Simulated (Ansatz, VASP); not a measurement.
## K in VASP and in Ansatz

The input INCAR:

```
SYSTEM = K
PREC = Accurate
ENCUT = 520
EDIFF = 1E-7
ISMEAR = 1
SIGMA = 0.3
LREAL = .FALSE.
LASPH = .TRUE.
NELM = 80
ALGO = Normal
ISIF = 2
LWAVE = .FALSE.
LCHARG = .TRUE.
LELF = .TRUE.
LVHAR = .TRUE.
NBANDS = 10
```

KPOINTS

```
regular mesh
0
G
  9 9 9
  0 0 0
```

The input POSCAR:

```
K
1.0
   -2.5241928768      2.5241928768      2.5241928768
    2.5241928768     -2.5241928768      2.5241928768
    2.5241928768      2.5241928768     -2.5241928768
K
1
Direct
    0.0000000000      0.0000000000      0.0000000000
```

Input for Ansatz:

```yaml
crystal:
  lattice:
    - [-2.5241928768, 2.5241928768, 2.5241928768]
    - [2.5241928768, -2.5241928768, 2.5241928768]
    - [2.5241928768, 2.5241928768, -2.5241928768]
  atoms:
    - { symbol: K, position: [0.0, 0.0, 0.0] }
hamiltonian:
  xc: lda
  pseudopotentials:
    kind: paw
    azcp:
      K: "pseudopotentials/K.paw.azcp"
basis:
  ecutwfc: 420
  fft_grid_basis: typed
kpoints:
  mp_grid: { grid: [9, 9, 9], shift: [0, 0, 0] }
magnetization:
  spin_polarized: false
scf:
  occupations: { method: cold, width: 0.3 }
  lower_state_search: "off"
output:
  stress: true
```

Alike in both runs: task single point; functional LDA; k mesh 9 × 9 × 9; no spin polarisation.

|  | VASP | Ansatz |
| --- | --- | --- |
| version | VASP 6.6.1 | Ansatz 0.2.0 |
| potentials or method | VASP PAW LDA potentials, release 64 (K_sv) | plane waves (420 eV) with PAW, scalar-relativistic |
| plane-wave cutoff (eV) | 520 | 420 |
| occupations | methfessel-paxton of order 1, width 0.3 eV | cold, width 0.3 eV |
| valence electrons in the cell | 9 | 9 |

|  | VASP | Ansatz | Ansatz less VASP |
| --- | --- | --- | --- |
| pressure (GPa) | 0.0 | 0.0 | +0.02 |

Ansatz warned: «pseudo_functional_mismatch».
